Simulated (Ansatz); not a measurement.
# Cu: the cost of one run

Method: DFT PBE, scalar-relativistic, plane waves, PAW, in Ansatz 0.2.0.

7 further runs of the same task are left out: 7 set aside as unsound or not needed.

## Step 1: The system as given

The structure is hexagonal, space group P6/mmm (No. 191). The conventional cell has a = 2.432 Å, b = 2.432 Å, c = 2.272 Å, α = 90.00°, β = 90.00°, γ = 120.00°. Cu (site symmetry 6/mmm) is surrounded by 8 Cu at 2.27 to 2.43 Å.

As a file:

```
CELL_PARAMETERS angstrom
2.43156 0.00000 0.00000
-1.21578 2.10580 0.00000
0.00000 0.00000 2.27199
ATOMIC_POSITIONS crystal
Cu 0.00000 0.00000 0.00000
```

This is candidate A: simple hexagonal type (P6/mmm, No. 191).

(A quick probe on a coarse mesh, which set the mesh and smearing, is not shown.)

## Step 3: A loose first relaxation (candidate A)

input.yaml

```yaml
crystal:
  lattice:
    - [2.43156474, 0.0, 0.0]
    - [-1.21578237, 2.1057968357, 0.0]
    - [0.0, 0.0, 2.2719933039]
  atoms:
    - { symbol: Cu, position: [0.0, 0.0, 0.0] }
basis:
  ecutwfc: 420
kpoints:
  mp_grid: { grid: [9, 9, 8] }
hamiltonian:
  xc: pbe
scf:
  occupations: { method: gaussian, width: 0.1 }
  lower_state_search: "off"
output:
  forces: true
  stress: true
  eigenvalues: true
relax:
  adjacent_minimum: "off"
  f_tol: 0.04
  max_steps: 70
  cell: { stress_tol: 0.4 }
```

What time and memory should one allow on 1 thread of an Arm CPU, shared host?

About 4.3 s, with a peak of 0.27 GiB.
